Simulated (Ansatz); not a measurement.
BaTiO₃: the gap under strain, fitted and tested

Plane-wave DFT in Ansatz, PBE, scalar-relativistic PAW potentials, cutoff 420 eV, no spin-orbit coupling; no spin polarisation. BaTiO₃ in space group P4mm, which needn't be the usual phase of this composition. Biaxial strain in the a-b plane; c and atoms relaxed (conventional cell); Kohn–Sham gaps sought over the whole zone.

| strain (%) | space group | gap (eV) |
| --- | --- | --- |
| -4.5 | P4mm | 1.949 |
| -3.0 | P4mm | 1.921 |
| -1.5 | P4mm | 1.880 |
| +0.0 | P4mm | 1.844 |
| +1.5 | P4mm | 1.807 |
| +3.0 | P4mm | ? |
| +4.5 | P4mm | 1.719 |

Q: Fit the given gaps and predict the missing one.

A: Next to zero the slopes are -24 meV per % on the compressed side and -25 on the stretched side. No break shows at zero, so all given rows go into a parabola: E_g = 1.845 -0.0257 ε -0.00051 ε² eV (ε in %; scatter 2 meV). At +3.0 % this gives 1.763 eV; the run gave 1.767 eV, 4 meV away. The fit holds.

Spin-orbit coupling, left out, matters for bands of heavy elements.

Cost: about 13 core-minutes for the runs cited, on Intel Xeon Platinum 8488C (Sapphire Rapids) (shared hosts).